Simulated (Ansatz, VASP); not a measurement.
Sr in VASP and in Ansatz

INCAR

```
SYSTEM = Sr
ALGO = Fast
EDIFF = 1E-7
ENCUT = 520
GGA = PE
ISIF = 2
ISMEAR = 0
LASPH = .True.
LCHARG = .True.
LELF = .True.
LREAL = .False.
LVHAR = .True.
LWAVE = .False.
NBANDS = 11
NELM = 100
PREC = Accurate
SIGMA = 0.15
```

File KPOINTS:

```
k-points
0
Gamma
  14 14 14
  0 0 0
```

Contents of POSCAR:

```
Sr
1.0
    0.0000000000      2.9662912500      3.0423500000
    2.9662912500      0.0000000000      3.0423500000
    2.9662912500      2.9662912500      0.0000000000
Sr
1
Direct
    0.0000000000      0.0000000000      0.0000000000
```

Input for Ansatz:

```yaml
crystal:
  lattice:
    - [0.0, 2.96629125, 3.04235]
    - [2.96629125, 0.0, 3.04235]
    - [2.96629125, 2.96629125, 0.0]
  atoms:
    - { symbol: Sr, position: [0.0, 0.0, 0.0] }
basis:
  ecutwfc: 420
kpoints:
  mp_grid: { grid: [14, 14, 14] }
hamiltonian:
  xc: pbe
scf:
  occupations: { method: gaussian, width: 0.15 }
output:
  forces: true
  stress: true
  eigenvalues: true
  write_density: true
  write_potential: true
  elf: true
  volumetric_format: npy
```

Change from the starting cell: strain -0.025 along x and y, +0.000 along z, atoms carried along.

Alike in both runs: task single point; functional PBE; k mesh 14 × 14 × 14; occupations gaussian, width 0.15 eV; no spin polarisation.

|  | VASP | Ansatz |
| --- | --- | --- |
| version | VASP 6.6.1 | Ansatz 0.2.0 |
| potentials or method | VASP PAW PBE potentials, release 64 (Sr_sv) | scalar-relativistic, plane waves, PAW |
| plane-wave cutoff (eV) | 520 | 420 |
| valence electrons in the cell | 10 | 10 |

```csv
,VASP,Ansatz,Ansatz less VASP
gap on the k mesh at the Fermi level (eV),none,none,-
pressure (GPa),0.3,0.3,-0.01
largest component of the traceless stress (GPa),0.10,0.10,+0.001
```

A gap of «none» marks a metal or a gap that the smearing closes.
